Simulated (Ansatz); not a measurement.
An element in the bcc structure gives these cold pressures by all-electron LAPW under PBE (Ansatz 0.2.0, scalar-relativistic, no spin polarisation).

```csv
V (Å³/atom),P (GPa)
18.03,-0.03
16.58,9.06
15.14,24.8
13.70,52.2
12.26,100.6
10.82,188.4
9.37,354.9
8.11,633.8
```

**Question.** Which element is it?

**Answer.** Ag. Its zero-pressure volume in this structure is near 18.0 Å³/atom; the volume and the steepness of P(V) together point to it, though neighbours can come close. This is the case that was computed; others weren't tested.
